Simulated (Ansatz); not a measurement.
# TiNi in Ansatz: the effect of functional

TiNi:

```
CELL_PARAMETERS angstrom
2.69883 0.00000 0.00000
0.00000 2.69883 0.00000
0.00000 0.00000 3.53301
ATOMIC_POSITIONS crystal
Ni 0.00000 0.00000 0.00000
Ti 0.50000 0.50000 0.50000
```

The cell comes from a database or a generator and needn't be the stable form of this composition.

The cell isn't the ideal one: volume scaled by 0.96.

Alike in all runs:

* Program: Ansatz 0.2.0
* Task: single point
* Potentials or basis: Ansatz PAW
* k mesh: 10 × 10 × 8
* Occupations: fermi-dirac, width 0.05 eV
* Spin: collinear spin, ferromagnetic start
* Starting moments: [1.0, 1.0] μB

```tsv
functional	cutoff	pressure (GPa)	moment (μB)
LDA	420 eV (not typed: the program's choice for these potentials)	-5.7	0.00
PBEsol	420 eV (not typed: the program's choice for these potentials)	?	?
r2SCAN	500 eV (not typed: the program's choice for these potentials)	4.0	0.44
```

Task: What does the run with functional PBEsol give?

Result: Pressure 0.3 GPa; moment 0.00 μB.

Caveats: the PAW data sets come from PBE, with cores solved anew for the run's functional, which leaves a small shift of forces and pressure; the starting moments weren't kept (some runs); the magnetic or orbital state may not be the lowest (some runs).

Runs at the PBE level aren't shown here.
